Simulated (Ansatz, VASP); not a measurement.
AlN: VASP beside Ansatz

```
CELL_PARAMETERS angstrom
0.00000 2.20079 2.20079
2.20079 0.00000 2.20079
2.20079 2.20079 0.00000
ATOMIC_POSITIONS crystal
Al 0.00000 0.00000 0.00000
N 0.25000 0.25000 0.25000
```

Alike in both runs: functional PBE; k mesh 6 × 6 × 6; occupations gaussian, width 0.1 eV; no spin polarisation.

Ansatz relaxed the structure, and its values are those at the end. VASP's run is a single point on that final structure, the one shown.

```csv
,VASP,Ansatz
version,VASP 6.6.1,Ansatz 0.2.0
potentials or method,"VASP PAW PBE potentials, release 64 (Al, N)","scalar-relativistic, plane waves, PAW"
plane-wave cutoff (eV),520,420
valence electrons in the cell,8,8
```

```tsv
	VASP	Ansatz	Ansatz less VASP
gap on the k mesh at the Fermi level (eV)	3.30	3.31	+0.007
least direct gap on the mesh (eV)	3.99	3.98	-0.009
pressure (GPa)	-0.1	0.2	+0.27
```

A k mesh can miss the band edges.
